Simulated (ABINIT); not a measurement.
Wanted: the native input for an ABINIT 10.8.3 (patched build) run.

* Task: equation of state
* Functional: PBE
* Potentials or basis: PseudoDojo NC SR PBE v0.4 stringent
* Cutoff: 1197 eV
* k mesh: 9 × 9 × 9
* Occupations: fermi-dirac, width 0.05 eV
* Spin: no spin polarisation

Pb:

```
Pb
1.0
     0.00000    2.47502    2.47502
     2.47502    0.00000    2.47502
     2.47502    2.47502    0.00000
Pb
1
Direct
  0.00000 0.00000 0.00000
```

One way to write it, as run:

run.abi

```
ndtset 7
getwfk -1
scalecart1 3*0.9795861087
scalecart2 3*0.9864848297
scalecart3 3*0.9932883884
scalecart4 3*1.0000000000
scalecart5 3*1.0066227096
scalecart6 3*1.0131594038
scalecart7 3*1.0196128224

pp_dirpath "./"
pseudos "Pb.upf"

acell 3.5002068511 3.5002068511 3.5002068511 Angstrom
rprim
     0.0000000000     0.7071067812     0.7071067812
     0.7071067812     0.0000000000     0.7071067812
     0.7071067812     0.7071067812     0.0000000000
ntypat 1
znucl 82
natom 1
typat 1
xred
     0.0000000000     0.0000000000     0.0000000000

ecut 44.0

kptopt 1
ngkpt 9 9 9
nshiftk 1
shiftk 0.0 0.0 0.0

ixc 11

nband 15
occopt 3
tsmear 0.05 eV

nstep 100
tolvrs 1.0e-10

iomode 3
prtwf 1
prtden 0
prteig 0
prtebands 0
enunit 1
```

Potentials or basis: PseudoDojo NC SR PBE v0.4 stringent.

Launch:

```console
$ abinit run.abi > log 2>&1
```

It gave:

```
Equilibrium volume                      : 31.87 Å³/atom
Bulk modulus                            : 40 GPa
Pressure derivative of the bulk modulus : 5.4
```

Caveat: pressures at fixed basis lie under the slope of the energies.

Wall time 4.4 min on 1 thread of Arm Neoverse V1, with other jobs on the host, peak memory 0.13 GiB.
